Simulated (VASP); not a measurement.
**1T-SrCl2 monolayer: relaxation and electronic structure**

Wanted: how 1T-SrCl2 monolayer relaxes, and what it costs to take an electron out.

Method: PBE with D3(BJ); plane waves and PAW (Cl, Sr_sv), in VASP 6.6.1.

### Step 1. Set-up

The cell holds 3 atoms: 2 Cl and 1 Sr. Its edges and angles: a = 4.008 Å, b = 4.008 Å, c = 21.471 Å, α = 90.0°, β = 90.0°, γ = 120.0°. Vacuum lies along c.

### Step 2. Relaxing the slab

The sheet's cell relaxes in its plane with the atoms, while the vacuum is kept.

Contents of INCAR:

```
SYSTEM = SrCl2
PREC = Normal
ENCUT = 400
EDIFF = 1E-05
NELM = 120
ISMEAR = -1
SIGMA = 0.05
LREAL = .FALSE.
ALGO = Fast
GGA = PE
IVDW = 12
NBANDS = 18
LORBIT = 11
LWAVE = .FALSE.
LCHARG = .FALSE.
KPAR = 2
IBRION = 2
NSW = 40
ISIF = 3
EDIFFG = -0.02
POTIM = 0.4
IDIPOL = 3
LDIPOL = .TRUE.
DIPOL = 0.5 0.5 0.5
LATTICE_CONSTRAINTS = .TRUE. .TRUE. .FALSE.
```

Contents of POSCAR:

```
SrCl2
1.0
    4.0080650000      0.0000000000      0.0000000000
   -2.0040325000      3.4710861100      0.0000000000
    0.0000000000      0.0000000000     21.4708469102
Cl Sr
2 1
Direct
    0.6666666667      0.3333333333      0.4191730320
    0.3333333333      0.6666666667      0.5808269680
    0.0000000000      0.0000000000      0.5000000000
```

Contents of KPOINTS:

```
Automatic mesh
0
Gamma
12 12 1
0 0 0
```

Potentials, in the order of the species: Cl and Sr_sv (PBE family, release 64).

Command:

```bash
mpirun -np 2 vasp_std
```

What it wrote:

```text
[banner, memory and clock lines left out]
running    2 mpi-ranks, on    1 nodes
 distrk:  each k-point on    1 cores,    2 groups
 distr:  one band on    1 cores,    1 groups

 POSCAR found type information on POSCAR ClSr
 POSCAR found :  2 types and       3 ions
 LDA part: xc-table for (Slater+PW92), standard interpolation
 POSCAR, INCAR and KPOINTS ok, starting setup
 FFT: planning ... GRIDC
 FFT: planning ... GRID_SOFT
 FFT: planning ... GRID
 WAVECAR not read
 entering main loop
       N       E                     dE             d eps       ncg     rms          rms(c)
DAV:   1     0.171820521507E+03    0.17182E+03   -0.86290E+03   780   0.800E+02
DAV:   2     0.115332885570E+02   -0.16029E+03   -0.15750E+03   964   0.195E+02
DAV:   3    -0.116891340196E+02   -0.23222E+02   -0.23172E+02   964   0.749E+01
DAV:   4    -0.125907364875E+02   -0.90160E+00   -0.89979E+00  1166   0.136E+01
DAV:   5    -0.126029375798E+02   -0.12201E-01   -0.12198E-01  1062   0.138E+00    0.174E+01
RMM:   6    -0.122702437315E+02    0.33269E+00   -0.64827E-01   684   0.375E+00    0.108E+01
RMM:   7    -0.122953469513E+02   -0.25103E-01   -0.90334E-01   694   0.460E+00    0.135E+00
RMM:   8    -0.122724085697E+02    0.22938E-01   -0.94979E-02   722   0.176E+00    0.423E-01
RMM:   9    -0.122728203722E+02   -0.41180E-03   -0.13331E-02   751   0.605E-01    0.130E-01
RMM:  10    -0.122733089064E+02   -0.48853E-03   -0.34684E-03   873   0.233E-01    0.553E-02
RMM:  11    -0.122735730033E+02   -0.26410E-03   -0.11746E-03   897   0.126E-01    0.417E-02
RMM:  12    -0.122738849916E+02   -0.31199E-03   -0.54929E-04   823   0.878E-02    0.184E-02
RMM:  13    -0.122740563222E+02   -0.17133E-03   -0.24353E-04   783   0.544E-02    0.133E-02
RMM:  14    -0.122743126352E+02   -0.25631E-03   -0.12432E-04   708   0.428E-02    0.712E-03
RMM:  15    -0.122744663795E+02   -0.15374E-03   -0.10154E-04   680   0.342E-02    0.102E-02
RMM:  16    -0.122745399318E+02   -0.73552E-04   -0.34660E-05   559   0.224E-02    0.314E-03
RMM:  17    -0.122745543014E+02   -0.14370E-04   -0.13697E-05   430   0.130E-02    0.331E-03
RMM:  18    -0.122745611690E+02   -0.68676E-05   -0.61975E-06   396   0.982E-03
   1 F= -.12714822E+02 E0= -.12714822E+02  d E =-.127148E+02
 curvature:   0.00 expect dE= 0.000E+00 dE for cont linesearch  0.000E+00
 trial: gam= 0.00000 g(F)=  0.176E-01 g(S)=  0.740E-01 ort = 0.000E+00 (trialstep = 0.100E+01)
 search vector abs. value=  0.916E-01
 bond charge predicted
       N       E                     dE             d eps       ncg     rms          rms(c)
DAV:   1    -0.126535346674E+02   -0.37898E+00   -0.87922E+00   768   0.189E+01    0.362E+00
RMM:   2    -0.124124688503E+02    0.24107E+00   -0.53302E-01   688   0.456E+00    0.167E+00
RMM:   3    -0.123739797051E+02    0.38489E-01   -0.17193E-01   697   0.253E+00    0.933E-01
RMM:   4    -0.123687115949E+02    0.52681E-02   -0.22901E-02   756   0.104E+00    0.608E-01
RMM:   5    -0.123683175652E+02    0.39403E-03   -0.14937E-02   826   0.703E-01    0.319E-01
RMM:   6    -0.123685897121E+02   -0.27215E-03   -0.43957E-03   902   0.343E-01    0.719E-02
RMM:   7    -0.123687749805E+02   -0.18527E-03   -0.14190E-03   966   0.181E-01    0.520E-02
RMM:   8    -0.123688563719E+02   -0.81391E-04   -0.46177E-04   948   0.108E-01    0.257E-02
RMM:   9    -0.123688863087E+02   -0.29937E-04   -0.27926E-04   852   0.751E-02    0.109E-02
RMM:  10    -0.123689048305E+02   -0.18522E-04   -0.11841E-04   681   0.484E-02    0.681E-03
RMM:  11    -0.123689235475E+02   -0.18717E-04   -0.72591E-05   645   0.377E-02    0.883E-03
RMM:  12    -0.123689384806E+02   -0.14933E-04   -0.39105E-05   574   0.272E-02    0.417E-03
RMM:  13    -0.123689437108E+02   -0.52302E-05   -0.23849E-05   534   0.207E-02
   2 F= -.12789464E+02 E0= -.12789464E+02  d E =-.746415E-01
[...]
3 F= -.12846712E+02 E0= -.12846712E+02  d E =-.131890E+00
[...]
4 F= -.12901126E+02 E0= -.12901126E+02  d E =-.544141E-01
[...]
5 F= -.12993436E+02 E0= -.12993436E+02  d E =-.146724E+00
[...]
6 F= -.13001532E+02 E0= -.13001532E+02  d E =-.154820E+00
[...]
7 F= -.13007066E+02 E0= -.13007066E+02  d E =-.553342E-02
[...]
8 F= -.13007659E+02 E0= -.13007659E+02  d E =-.612611E-02
 curvature:  -1.97 expect dE=-0.202E-03 dE for cont linesearch -0.185E-04
 ZBRENT: interpolating
 opt :   1.7941  next Energy=   -13.007676 (dE=-0.614E-02)
 bond charge predicted
       N       E                     dE             d eps       ncg     rms          rms(c)
DAV:   1    -0.126257450805E+02    0.21915E-03   -0.11648E-02   846   0.675E-01    0.121E-01
RMM:   2    -0.126254823473E+02    0.26273E-03   -0.63475E-04   684   0.156E-01    0.543E-02
RMM:   3    -0.126254365988E+02    0.45748E-04   -0.25651E-04   697   0.941E-02    0.279E-02
RMM:   4    -0.126254366454E+02   -0.46594E-07   -0.28581E-05   557   0.338E-02
   9 F= -.13007646E+02 E0= -.13007646E+02  d E =-.611327E-02
 curvature:  -1.86 expect dE=-0.809E-04 dE for cont linesearch -0.101E-05
 trial: gam= 0.07164 g(F)=  0.220E-04 g(S)=  0.216E-04 ort =-0.858E-04 (trialstep = 0.236E+01)
 search vector abs. value=  0.101E-03
 reached required accuracy - stopping structural energy minimisation
```

Run time: 83 s. Hardware: 2 MPI ranks of AMD EPYC 9R45, shared host; peak memory 0.47 GiB; 2.6 min of CPU time.

Lines that name or quote the potential files are left out of all logs, and their timing lines are given in words.

From OUTCAR (step 2):

```text
ion  position               nearest neighbor table
   1  0.667  0.333  0.419-   3 2.89   3 2.89   3 2.89
   2  0.333  0.667  0.581-   3 2.89   3 2.89   3 2.89
   3  0.000  0.000  0.500-   1 2.89   2 2.89   2 2.89   1 2.89   1 2.89   2 2.89

  LATTYP: Found a hexagonal cell.
 ALAT       =     4.0080650000
 C/A-ratio  =     5.3569108560

 Subroutine GETGRP returns: Found 12 space group operations
 (whereof 12 operations were pure point group operations)

The static configuration has the point symmetry D_3d.

 Found     19 irreducible k-points:

   k-points           NKPTS =     19   k-points in BZ     NKDIM =     19   number of bands    NBANDS=     18

   dimension x,y,z NGX =    20 NGY =   20 NGZ =  108
   dimension x,y,z NGXF=    40 NGYF=   40 NGZF=  216

   ENCUT  =  400.0 eV  29.40 Ry    5.42 a.u.   6.54  6.54 35.01*2*pi/ulx,y,z

   NELECT =      24.0000    total number of electrons

 k-points in reciprocal lattice and weights: Automatic mesh
   0.00000000  0.00000000  0.00000000       0.007
   0.08333333  0.00000000  0.00000000       0.042
   0.16666667  0.00000000  0.00000000       0.042
   0.25000000  0.00000000  0.00000000       0.042
   0.33333333  0.00000000  0.00000000       0.042
   0.41666667  0.00000000  0.00000000       0.042
   0.50000000  0.00000000  0.00000000       0.021
   0.08333333  0.08333333  0.00000000       0.042
   0.16666667  0.08333333  0.00000000       0.083
[...]
0.33333333  0.25000000  0.00000000       0.083
   0.33333333  0.33333333  0.00000000       0.014

 Edisp (eV)   -0.38169

 dipolmoment           0.000000      0.000000      0.000000 electrons x Angstroem

 average (electrostatic) potential at core
       1 -98.9543       2 -98.9543       3 -44.5134

 E-fermi :  -5.0243

 k-point     1 :       0.0000    0.0000    0.0000
  band No.  band energies     occupation
    ...
      8      -7.1518      2.00000
      9      -7.1517      2.00000
     10      -6.3566      2.00000
     11      -6.3566      2.00000
     12      -6.3098      2.00000
     13      -0.3613      0.00000
     14       0.7348      0.00000
     15       0.7348      0.00000
     16       0.9615      0.00000
     17       1.4762      0.00000
    ...

 k-point     2 :       0.0833    0.0000    0.0000
  band No.  band energies     occupation
    ...
      8      -7.1741      2.00000
      9      -7.1365      2.00000
     10      -6.4290      2.00000
     11      -6.3787      2.00000
     12      -6.2807      2.00000
     13      -0.2171      0.00000
     14       0.6280      0.00000
     15       0.8172      0.00000
     16       0.9908      0.00000
     17       1.4771      0.00000
    ...

 k-point     3 :       0.1667    0.0000    0.0000
  band No.  band energies     occupation
    ...
      8      -7.2133      2.00000
      9      -7.0945      2.00000
     10      -6.5945      2.00000
     11      -6.4383      2.00000
     12      -6.2300      2.00000
     13       0.1156      0.00000
     14       0.5132      0.00000
     15       1.0512      0.00000
     16       1.0557      0.00000
     17       1.4653      0.00000
    ...

 Edisp (eV)   -0.38221

  Total      -0.02896    -0.02896    -0.08708     0.00000     0.00000     0.00000
  in kB      -0.12909    -0.12909    -0.38814     0.00000     0.00000     0.00000
  external pressure =       -0.22 kB  Pullay stress =        0.00 kB

  energy-cutoff  :      400.00
  volume of cell :      359.44
      direct lattice vectors                 reciprocal lattice vectors
     4.396641082 -0.000000000  0.000000000     0.227446358  0.131316216  0.000000000
    -2.198320541  3.807602869  0.000000000     0.000000000  0.262632432  0.000000000
     0.000000000  0.000000000 21.470846910     0.000000000  0.000000000  0.046574781

 POSITION                                       TOTAL-FORCE (eV/Angst)
 -----------------------------------------------------------------------------------
      2.19832      1.26920      9.30932         0.000000      0.000000      0.016879
     -0.00000      2.53840     12.16153        -0.000000      0.000000     -0.016879
      0.00000     -0.00000     10.73542         0.000000      0.000000     -0.000000
 -----------------------------------------------------------------------------------
    total drift:                               -0.000000      0.000000     -0.000000

  FREE ENERGIE OF THE ION-ELECTRON SYSTEM (eV)
  ---------------------------------------------------
  free  energy   TOTEN  =       -13.0076457157 eV

  energy  without entropy=      -13.0076457156  energy(sigma->0) =      -13.00764572

 reached required accuracy - stopping structural energy minimisation

 vacuum level on the upper side and lower side of the slab         1.754         1.754

 total charge
# of ion       s       p       d       tot
------------------------------------------
    1        1.592   3.568   0.000   5.159
    2        1.592   3.568   0.000   5.159
    3        2.002   5.775   0.173   7.950
--------------------------------------------------
tot          5.185  12.911   0.173  18.269

[... 3 further parts left out ...]
```

The gap is read on the k-mesh alone, so it is an upper bound where the band edges lie off the mesh. After so large a change of volume the plane waves of the start cell no longer fit, so the final stress carries a basis-set error. The run keeps the 12 symmetry operations of its start, so it cannot find a distortion of lower symmetry.

The steps of the relaxation:

```tsv
step	energy less that of the first step (eV)	largest force (eV/Å)	pressure (GPa)	volume (Å³)
1	0.0000	0.4770	0.30	298.71
2	-0.0746	0.5642	-0.04	311.89
3	-0.1319	0.6901	-0.52	336.48
4	-0.1863	0.5498	-0.38	339.11
5	-0.2786	0.1280	0.01	347.05
6	-0.2867	0.0351	0.16	350.18
7	-0.2922	0.0330	-0.07	363.10
8	-0.2928	0.0204	-0.03	359.94
9	-0.2928	0.0169	-0.02	359.44
```

```tsv
cell as run	before	after	change
a (Å)	4.008	4.397	+9.7 %
b (Å)	4.008	4.397	+9.7 %
```

The atoms that moved most (Å, along periodic axes as changes of fractional coordinates times the final cell, across vacuum about the mean position):

```tsv
atom	dx	dy	dz	length
Cl2	0.000	0.000	-0.309	0.309
Cl1	0.000	0.000	0.309	0.309
```

The relaxed structure:

```cif
data_structure
_symmetry_space_group_name_H-M 'P 1'
_symmetry_Int_Tables_number 1
_cell_length_a 4.3966
_cell_length_b 4.3966
_cell_length_c 21.4708
_cell_angle_alpha 90.000
_cell_angle_beta 90.000
_cell_angle_gamma 120.000
_cell_volume 359.44
loop_
_atom_site_label
_atom_site_type_symbol
_atom_site_fract_x
_atom_site_fract_y
_atom_site_fract_z
_atom_site_occupancy
Cl1 Cl 0.66667 0.33333 0.43358 1
Cl2 Cl 0.33333 0.66667 0.56642 1
Sr3 Sr 0.00000 0.00000 0.50000 1
```

This step gave:

| Item | Value |
| --- | --- |
| electronic cycles | 107 |
| electrons | 24 |
| free energy (TOTEN) | -13.01 eV |
| Fermi energy | -5.024 eV |
| labelled metallic, from the levels on this mesh | no |
| dipole moment | 0, 0, 0 e·Å |
| gap on the k-mesh | 5.851 eV |
| least direct gap on the k-mesh | 5.949 eV |

The run ended after 9 ionic steps, 0.293 eV below its first step, once forces and stress met EDIFFG = -0.02.

An edge in the plane moved by 10 %, while the plane waves stayed those of the start. The cell reached is therefore not relaxed on a basis of its own, and a second relaxation, which would tell, was not made.

Only the dipole across the slab is computed (IDIPOL = 3); zeros along the plane are no results.

(Continued in part 2 of 3.)

[Lines on the potential files, build, host, timing and source positions are cut from VASP's logs without a mark.]

[Logs are printed without paths, hosts, clocks, repeated set-up lines and the standing remarks that a program may print on its own settings, such as how far it seeks lower states.]

[Hosts, paths, dates, database ids (printed as entryN), source tags and the programs' standing remarks are cut or masked in the printed files.]

[In band tables of VASP the shares of atoms and orbitals are scaled to a sum of 1 inside the atoms' spheres.]

[Runs that stopped without an error message from VASP are left out.]
